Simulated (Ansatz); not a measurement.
Space group P6_3/mmc (No. 194). a = 3.186 Å, b = 3.186 Å, c = 5.112 Å, α = 90.00°, β = 90.00°, γ = 120.00°
```json
{"atom": "Zr", "site": "2c", "symmetry": "-6m2", "x": "0.3333", "y": "0.6667", "z": "0.2500"}
```

Equation of state of this Zr structure (not necessarily the ground state), with shape and atoms relaxed at each volume where symmetry leaves them free. It has no gap at any of these volumes. All numbers below come from Ansatz, DFT PBEsol, scalar-relativistic, plane waves, PAW.

Plane waves to 420 eV, a k mesh through Γ of 18×18×8 on the computed 2-atom cell and Gaussian smearing (0.10 eV); no spin polarisation.

```
V (Å³/atom) E − E(largest V) (meV/atom) P (GPa)
     21.119                         4.22     6.62
     21.793                       -16.17     3.13
     22.467                       -22.70     0.00
     23.141                       -16.84    -2.78
     23.815                         0.00    -5.23
```

Fit a third-order Birch–Murnaghan equation to E(V).

V0 = 22.47 Å³/atom, B0 = 98 GPa, B0' = 2.9.